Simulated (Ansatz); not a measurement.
# Cu2BrCl (R-3m): following an unstable mode, part 2 of 3

Which phase does Cu2BrCl (R-3m) fall into along its unstable mode, and how much energy does it gain?

Ansatz 0.2.0; DFT LDA, scalar-relativistic, plane waves, PAW.

So far. Step 4 (The mode frozen in, largest atomic shift 0.22 Å): The run ends at a pressure of 0.84 GPa, with forces up to 0.15 eV/Å. Step 5 (Energy along the mode, all amplitudes (two of the runs …): The lowest of the steps tried is at 0.22 Å, 4.46 meV/atom below the parent; the bottom of the well need not coincide with a step.

**6. Relaxing from the distorted cell**

Starting from the lowest point found, all atoms and the cell are let go, so that strain and other modes of the same symmetry can join in.

input.yaml reads:

```yaml
crystal:
  lattice:
    - [1.7976886131, 1.0378960047, 5.7904915408]
    - [-1.7976886131, 1.0378960047, 5.7904915408]
    - [0.0, -2.0757920093, 5.7904915408]
  atoms:
    - { symbol: Cu, position: [0.2400408582, 0.2474671841, 0.2474671841] }
    - { symbol: Cu, position: [0.750057374, 0.7574836998, 0.7574836998] }
    - { symbol: Br, position: [-0.0234722797, 0.0117361398, 0.0117361398] }
    - { symbol: Cl, position: [0.5706557622, 0.4646721189, 0.4646721189] }
kpoints:
  mp_grid: { grid: [9, 9, 9] }
hamiltonian:
  xc: lda
scf:
  occupations: { method: fixed }
output:
  forces: true
  stress: true
  eigenvalues: true
relax:
  adjacent_minimum: "off"
  f_tol: 0.002
  max_steps: 120
  cell: { stress_tol: 0.03 }
```

Started as:

```bash
$ ansatz run input.yaml --threads 4 --pin off --max-ram 7168MiB --backend cpu --events-out ev --progress --plain --runs-dir out
```

Numbers of over 12 decimals in the logs are rounded to 6 here.

The log of the run:

```text
[...]
Crystal: 4 atoms, lattice volume = 64.824 Å³
Basis set: ecut = 420 eV, 1237 PW (Γ), FFT grids on a1−a3, a2−a3, a3
Bands: 32, of which v1, the nominal top of the filled ones, is band 26 counted from 1 (25 counted from 0)
Symmetry: 2 space group operations
[...]
k-points: 205 of 729 (time reversal used)
[...]
SCF iter   1: F=—  HF=-16849.951354 eV  |F-HF|=—  |Δ(HF+E_count)|=         —  Δρ=1.79e-2  dr2=1.02e-1  ethr=1.77e-3  ⟨swp⟩=5.5  Hψ=23345  notcnv=0  defer=819
[...]
SCF iter   9: F=-16849.922776 eV  HF=-16849.922776 eV  |F-HF|=6.73e-10  |Δ(HF+E_count)|=   3.63e-9  Δρ=3.96e-6  dr2=9.99e-9  ethr=1.92e-10  ⟨swp⟩=4.0  Hψ=23497  notcnv=0
SCF 1 converged in 9 iterations: F = -16849.922776 eV  dr2 = 9.99e-9
[...]
relax step   1: F+E_penalty+E_count = -16849.92277621 eV  Δ(F+E_penalty+E_count) = +0.000e0 eV  max|allowed force component| = 9.798e-2 eV/Å  Δτ_max = 0.0000 Å  P = +0.841 GPa  Ω = 64.824 Å³  (9 SCF iters, dr2 threshold 1.00e-7 eV, accepted)
Crystal: 4 atoms, lattice volume = 65.337 Å³
Basis set: ecut = 420 eV, 1253 PW (Γ), FFT grids on a1−a3, a2−a3, a3
[...]
iter 1 solved again at ethr=5.01e-7 eV; its pass at ethr=3.10e-3 eV (dr2=2.61e-4 eV) is discarded
[...]
SCF iter   5: F=-16849.927896 eV  HF=-16849.927897 eV  |F-HF|=3.25e-7  |Δ(HF+E_count)|=   1.15e-6  Δρ=2.42e-5  dr2=3.32e-7  ethr=7.69e-10  ⟨swp⟩=9.9  Hψ=38563  notcnv=0
SCF 2 converged in 5 iterations: F = -16849.927896 eV  dr2 = 3.32e-7
relax step   2: F+E_penalty+E_count = -16849.92789619 eV  Δ(F+E_penalty+E_count) = -5.120e-3 eV  max|allowed force component| = 8.144e-2 eV/Å  Δτ_max = 0.0095 Å  P = +0.264 GPa  Ω = 65.337 Å³  energy of the carried Pulay correction = -2.026e-4 eV  (5 SCF iters, dr2 threshold 4.00e-7 eV, accepted)
Crystal: 4 atoms, lattice volume = 66.451 Å³
Basis set: ecut = 420 eV, 1279 PW (Γ), FFT grids on a1−a3, a2−a3, a3
[...]
SCF iter   7: F=-16849.940847 eV  HF=-16849.940848 eV  |F-HF|=2.23e-7  |Δ(HF+E_count)|=   2.41e-6  Δρ=2.04e-5  dr2=2.35e-7  ethr=7.69e-10  ⟨swp⟩=9.7  Hψ=40584  notcnv=0
SCF 3 converged in 7 iterations: F = -16849.940847 eV  dr2 = 2.35e-7
relax step   3: F+E_penalty+E_count = -16849.94084746 eV  Δ(F+E_penalty+E_count) = -1.295e-2 eV  max|allowed force component| = 1.555e-1 eV/Å  Δτ_max = 0.0532 Å  P = -0.483 GPa  Ω = 66.451 Å³  energy of the carried Pulay correction = -6.372e-4 eV  (7 SCF iters, dr2 threshold 4.00e-7 eV, accepted)
[... from here on, the SCF cycles and remarks between the steps are left out ...]
relax step   4: F+E_penalty+E_count = -16849.94801359 eV  Δ(F+E_penalty+E_count) = -7.166e-3 eV  max|allowed force component| = 1.764e-1 eV/Å  Δτ_max = 0.0577 Å  P = -0.530 GPa  Ω = 67.164 Å³  energy of the carried Pulay correction = -9.114e-4 eV  (7 SCF iters, dr2 threshold 4.00e-7 eV, accepted)
relax step   5: F+E_penalty+E_count = -16849.95816179 eV  Δ(F+E_penalty+E_count) = -1.015e-2 eV  max|allowed force component| = 1.669e-1 eV/Å  Δτ_max = 0.1145 Å  P = -0.303 GPa  Ω = 68.462 Å³  energy of the carried Pulay correction = -1.403e-3 eV  (7 SCF iters, dr2 threshold 4.00e-7 eV, accepted)
relax step   6: F+E_penalty+E_count = -16849.96381537 eV  Δ(F+E_penalty+E_count) = -5.654e-3 eV  max|allowed force component| = 1.355e-1 eV/Å  Δτ_max = 0.0397 Å  P = -0.124 GPa  Ω = 68.461 Å³  energy of the carried Pulay correction = -1.403e-3 eV  (7 SCF iters, dr2 threshold 4.00e-7 eV, accepted)
relax step   7: F+E_penalty+E_count = -16849.97904619 eV  Δ(F+E_penalty+E_count) = -1.523e-2 eV  max|allowed force component| = 1.097e-1 eV/Å  Δτ_max = 0.1009 Å  P = +0.253 GPa  Ω = 68.875 Å³  energy of the carried Pulay correction = -1.558e-3 eV  (8 SCF iters, dr2 threshold 4.00e-7 eV, accepted)
relax step   8: F+E_penalty+E_count = -16850.01700884 eV  Δ(F+E_penalty+E_count) = -3.796e-2 eV  max|allowed force component| = 2.281e-1 eV/Å  Δτ_max = 0.1944 Å  P = +0.554 GPa  Ω = 69.363 Å³  energy of the carried Pulay correction = -1.739e-3 eV  (9 SCF iters, dr2 threshold 4.00e-7 eV, accepted)
relax step   9: F+E_penalty+E_count = -16850.07862376 eV  Δ(F+E_penalty+E_count) = -6.161e-2 eV  max|allowed force component| = 2.812e-1 eV/Å  Δτ_max = 0.1949 Å  P = -0.602 GPa  Ω = 71.418 Å³  energy of the carried Pulay correction = -2.488e-3 eV  (9 SCF iters, dr2 threshold 4.00e-7 eV, accepted)
relax step  10: F+E_penalty+E_count = -16850.16300370 eV  Δ(F+E_penalty+E_count) = -8.438e-2 eV  max|allowed force component| = 2.136e-1 eV/Å  Δτ_max = 0.1948 Å  P = -0.217 GPa  Ω = 71.239 Å³  energy of the carried Pulay correction = -2.424e-3 eV  (8 SCF iters, dr2 threshold 4.00e-7 eV, accepted)
relax step  11: F+E_penalty+E_count = -16850.18971134 eV  Δ(F+E_penalty+E_count) = -2.671e-2 eV  max|allowed force component| = 3.412e-1 eV/Å  Δτ_max = 0.1947 Å  P = -0.851 GPa  Ω = 72.115 Å³  energy of the carried Pulay correction = -2.737e-3 eV  (9 SCF iters, dr2 threshold 4.00e-7 eV, accepted)
relax step  12: F+E_penalty+E_count = -16850.01737805 eV  Δ(F+E_penalty+E_count) = +1.723e-1 eV  max|allowed force component| = 1.466e0 eV/Å  Δτ_max = 0.1966 Å  P = -1.782 GPa  Ω = 75.036 Å³  energy of the carried Pulay correction = -3.754e-3 eV  (9 SCF iters, dr2 threshold 4.00e-7 eV, rejected (line search))
relax step  13: F+E_penalty+E_count = -16850.22568979 eV  Δ(F+E_penalty+E_count) = -3.598e-2 eV  max|allowed force component| = 6.499e-2 eV/Å  Δτ_max = 0.0925 Å  P = +1.027 GPa  Ω = 71.367 Å³  energy of the carried Pulay correction = -2.470e-3 eV  (13 SCF iters, accepted)
relax step  14: F+E_penalty+E_count = -16850.23106924 eV  Δ(F+E_penalty+E_count) = -5.379e-3 eV  max|allowed force component| = 2.365e-1 eV/Å  Δτ_max = 0.0974 Å  P = -0.455 GPa  Ω = 73.297 Å³  energy of the carried Pulay correction = -3.154e-3 eV  (8 SCF iters, dr2 threshold 4.00e-7 eV, accepted)
relax step  15: F+E_penalty+E_count = -16850.22966168 eV  Δ(F+E_penalty+E_count) = +1.408e-3 eV  max|allowed force component| = 3.139e-1 eV/Å  Δτ_max = 0.0725 Å  P = -0.269 GPa  Ω = 73.802 Å³  energy of the carried Pulay correction = -3.330e-3 eV  (8 SCF iters, dr2 threshold 4.00e-7 eV, rejected (line search))
relax step  16: F+E_penalty+E_count = -16850.24199025 eV  Δ(F+E_penalty+E_count) = -1.092e-2 eV  max|allowed force component| = 9.669e-2 eV/Å  Δτ_max = 0.0348 Å  P = -0.020 GPa  Ω = 73.077 Å³  energy of the carried Pulay correction = -3.077e-3 eV  (12 SCF iters, accepted)
[...]
relax step  21: F+E_penalty+E_count = -16850.39548547 eV  Δ(F+E_penalty+E_count) = -4.959e-2 eV  max|allowed force component| = 3.065e-1 eV/Å  Δτ_max = 0.1950 Å  P = -0.481 GPa  Ω = 74.569 Å³  energy of the carried Pulay correction = -3.595e-3 eV  (9 SCF iters, dr2 threshold 4.00e-7 eV, accepted)
relax step  22: F+E_penalty+E_count = -16850.40444636 eV  Δ(F+E_penalty+E_count) = -8.961e-3 eV  max|allowed force component| = 3.040e-1 eV/Å  Δτ_max = 0.1318 Å  P = +2.545 GPa  Ω = 71.669 Å³  energy of the carried Pulay correction = -2.578e-3 eV  (9 SCF iters, dr2 threshold 4.00e-7 eV, accepted)
relax step  23: F+E_penalty+E_count = -16850.42601817 eV  Δ(F+E_penalty+E_count) = -2.157e-2 eV  max|allowed force component| = 5.780e-2 eV/Å  Δτ_max = 0.1238 Å  P = -1.306 GPa  Ω = 77.221 Å³  energy of the carried Pulay correction = -4.488e-3 eV  (9 SCF iters, dr2 threshold 4.00e-7 eV, accepted)
relax step  24: F+E_penalty+E_count = -16850.22581345 eV  Δ(F+E_penalty+E_count) = +2.002e-1 eV  max|allowed force component| = 9.156e-1 eV/Å  Δτ_max = 0.1768 Å  P = +2.932 GPa  Ω = 73.489 Å³  energy of the carried Pulay correction = -3.221e-3 eV  (9 SCF iters, dr2 threshold 4.00e-7 eV, rejected (line search))
relax step  25: F+E_penalty+E_count = -16850.44037146 eV  Δ(F+E_penalty+E_count) = -1.435e-2 eV  max|allowed force component| = 2.456e-2 eV/Å  Δτ_max = 0.0295 Å  P = -0.327 GPa  Ω = 75.331 Å³  energy of the carried Pulay correction = -3.855e-3 eV  (15 SCF iters, accepted)
relax step  26: F+E_penalty+E_count = -16850.44294773 eV  Δ(F+E_penalty+E_count) = -2.576e-3 eV  max|allowed force component| = 1.931e-2 eV/Å  Δτ_max = 0.0221 Å  P = +0.004 GPa  Ω = 74.398 Å³  energy of the carried Pulay correction = -3.536e-3 eV  (7 SCF iters, dr2 threshold 4.00e-7 eV, accepted)
relax step  27: F+E_penalty+E_count = -16850.44328051 eV  Δ(F+E_penalty+E_count) = -3.328e-4 eV  max|allowed force component| = 1.511e-2 eV/Å  Δτ_max = 0.0102 Å  P = +0.089 GPa  Ω = 74.340 Å³  energy of the carried Pulay correction = -3.516e-3 eV  (7 SCF iters, dr2 threshold 2.35e-8 eV, accepted)
relax step  28: F+E_penalty+E_count = -16850.44353294 eV  Δ(F+E_penalty+E_count) = -2.524e-4 eV  max|allowed force component| = 9.533e-3 eV/Å  Δτ_max = 0.0149 Å  P = +0.016 GPa  Ω = 74.307 Å³  energy of the carried Pulay correction = -3.504e-3 eV  (8 SCF iters, dr2 threshold 4.53e-8 eV, accepted)
relax step  29: F+E_penalty+E_count = -16850.44355464 eV  Δ(F+E_penalty+E_count) = -2.171e-5 eV  max|allowed force component| = 3.303e-3 eV/Å  Δτ_max = 0.0035 Å  P = +0.002 GPa  Ω = 74.366 Å³  energy of the carried Pulay correction = -3.525e-3 eV  (7 SCF iters, dr2 threshold 1.22e-8 eV, accepted)
relax step  30: F+E_penalty+E_count = -16850.44356607 eV  Δ(F+E_penalty+E_count) = -1.143e-5 eV  max|allowed force component| = 2.146e-3 eV/Å  Δτ_max = 0.0017 Å  P = +0.008 GPa  Ω = 74.382 Å³  energy of the carried Pulay correction = -3.530e-3 eV  (7 SCF iters, dr2 threshold 3.63e-9 eV, accepted)
relax step  31: F+E_penalty+E_count = -16850.44356163 eV  Δ(F+E_penalty+E_count) = +4.440e-6 eV  max|allowed force component| = 1.276e-3 eV/Å  Δτ_max = 0.0008 Å  P = -0.007 GPa  Ω = 74.398 Å³  energy of the carried Pulay correction = -3.536e-3 eV  (7 SCF iters, dr2 threshold 2.88e-10 eV, accepted)
relax step  32: F+E_penalty+E_count = -16850.46203409 eV  Δ(F+E_penalty+E_count) = -1.847e-2 eV  max|allowed force component| = 3.472e-3 eV/Å  Δτ_max = 0.0000 Å  P = +0.457 GPa  Ω = 74.398 Å³  stress off target by 1.04e0 GPa  SCF on the basis re-selected at this cell (its energy is not comparable with the rows above)  (10 SCF iters)
relax step  33: F+E_penalty+E_count = -16850.46847566 eV  Δ(F+E_penalty+E_count) = -6.442e-3 eV  max|allowed force component| = 3.212e-2 eV/Å  Δτ_max = 0.0220 Å  P = -0.122 GPa  Ω = 74.989 Å³  energy of the carried Pulay correction = -2.104e-4 eV  (7 SCF iters, dr2 threshold 4.00e-7 eV, accepted)
relax step  34: F+E_penalty+E_count = -16850.47103237 eV  Δ(F+E_penalty+E_count) = -2.557e-3 eV  max|allowed force component| = 5.583e-2 eV/Å  Δτ_max = 0.0349 Å  P = +0.157 GPa  Ω = 74.933 Å³  energy of the carried Pulay correction = -1.738e-4 eV  (8 SCF iters, dr2 threshold 4.00e-7 eV, accepted)
relax step  35: F+E_penalty+E_count = -16850.47179077 eV  Δ(F+E_penalty+E_count) = -7.584e-4 eV  max|allowed force component| = 1.055e-2 eV/Å  Δτ_max = 0.0122 Å  P = -0.025 GPa  Ω = 75.102 Å³  energy of the carried Pulay correction = -2.332e-4 eV  (6 SCF iters, dr2 threshold 4.00e-7 eV, accepted)
relax step  36: F+E_penalty+E_count = -16850.47186594 eV  Δ(F+E_penalty+E_count) = -7.517e-5 eV  max|allowed force component| = 4.219e-3 eV/Å  Δτ_max = 0.0044 Å  P = +0.003 GPa  Ω = 75.143 Å³  energy of the carried Pulay correction = -2.450e-4 eV  (8 SCF iters, dr2 threshold 6.96e-9 eV, accepted)
relax step  37: F+E_penalty+E_count = -16850.47188774 eV  Δ(F+E_penalty+E_count) = -2.180e-5 eV  max|allowed force component| = 4.476e-3 eV/Å  Δτ_max = 0.0045 Å  P = -0.004 GPa  Ω = 75.162 Å³  energy of the carried Pulay correction = -2.488e-4 eV  (8 SCF iters, dr2 threshold 1.11e-9 eV, accepted)
relax step  38: F+E_penalty+E_count = -16850.47188879 eV  Δ(F+E_penalty+E_count) = -1.054e-6 eV  max|allowed force component| = 6.637e-4 eV/Å  Δτ_max = 0.0009 Å  P = +0.005 GPa  Ω = 75.176 Å³  energy of the carried Pulay correction = -2.541e-4 eV  (7 SCF iters, dr2 threshold 1.25e-9 eV, accepted)
[...]
SCF iter   8: F=-16850.472293 eV  HF=-16850.472293 eV  |F-HF|=7.28e-12  |Δ(HF+E_count)|=  7.28e-12  Δρ=6.58e-8  dr2=2.85e-12  ethr=1.00e-12  ⟨swp⟩=12.4  Hψ=41584  notcnv=0
SCF 39 converged in 8 iterations: F = -16850.472293 eV  dr2 = 2.85e-12
relax step  39: F+E_penalty+E_count = -16850.47229335 eV  Δ(F+E_penalty+E_count) = -4.046e-4 eV  max|allowed force component| = 6.177e-4 eV/Å  Δτ_max = 0.0000 Å  P = +0.006 GPa  Ω = 75.176 Å³  stress off target by 1.93e-2 GPa  SCF on the basis re-selected at this cell (its energy is not comparable with the rows above)  (8 SCF iters)
[...]
SCF converged after 8 iterations
Free energy (F): -16850.472293 eV
[...]
Internal energy: -16850.472293 eV  (E = F + TS)
E sigma→0 (E₀):  -16850.472293 eV
Fermi energy:    8.180704 eV
[...]
--- Forces (eV/Å), atoms counted from 1 ---
  atom   1  Cu     0.00060723     0.00035058    -0.00004700
  atom   2  Cu     0.00031939     0.00018440     0.00027031
  atom   3  Br    -0.00030867    -0.00017821    -0.00045121
  atom   4  Cl    -0.00061766    -0.00035661     0.00022677
  max |Σ_I F_I| component: 1.13e-6 eV/Å
--- Stress (GPa, compression-positive) ---
        0.002328      -0.003833      -0.011390
       -0.003833       0.006754      -0.006576
       -0.011390      -0.006576       0.010279
  P = ⅓ Tr σ = 0.0065 GPa (0.065 kbar)
--- Band table (eV; the first three rows and the last of 205) ---
  k-point 0: bands = [... 22 lower, 7.5747, 7.6206, 7.9109, 8.1807, 8.9997, 11.2124, 13.8235, 14.4669, ... 2 higher]
  k-point 1: bands = [... 22 lower, 7.4289, 7.5484, 7.8167, 7.9120, 9.4109, 11.7448, 13.5299, 14.5242, ... 2 higher]
  k-point 2: bands = [... 22 lower, 7.0824, 7.3516, 7.5059, 7.7220, 10.1972, 12.2730, 13.3680, 14.3309, ... 2 higher]
  k-point 204: bands = [... 22 lower, 6.6186, 6.7240, 6.9785, 7.6564, 10.3174, 12.1510, 12.9221, 15.5557, ... 2 higher]
--- Relaxed structure (37 steps of the walk, 34 accepted, 2 SCFs on fresh bases) ---
  F+E_penalty+E_count = -16850.47229335 eV   max|allowed force component| = 6.177e-4 eV/Å   (the final SCF, on the basis selected at the relaxed cell)
  cell:  # Å, volume = 75.1756 Å³
    - [1.268550, 0.732398, 5.908756]
    - [-2.522979, 0.708005, 6.302572]
    - [-0.648339, -2.538966, 6.302572]
  atoms:
    - { symbol: Cu, position: [0.100298, 0.322283, 0.322283] }
    - { symbol: Cu, position: [0.995345, 0.737252, 0.737252] }
    - { symbol: Br, position: [-0.136620, 0.020084, 0.020084] }
    - { symbol: Cl, position: [0.578258, 0.401741, 0.401741] }
```

It took 18 min on 4 threads of Arm Neoverse N1, shared host; peak memory 0.65 GiB.

(Continued in part 3 of 3.)

[Logs are printed without paths, hosts, clocks, repeated set-up lines and the standing remarks that a program may print on its own settings, such as how far it seeks lower states.]

[Hosts, paths, dates, database ids (printed as entryN), source tags and the programs' standing remarks are cut or masked in the printed files.]
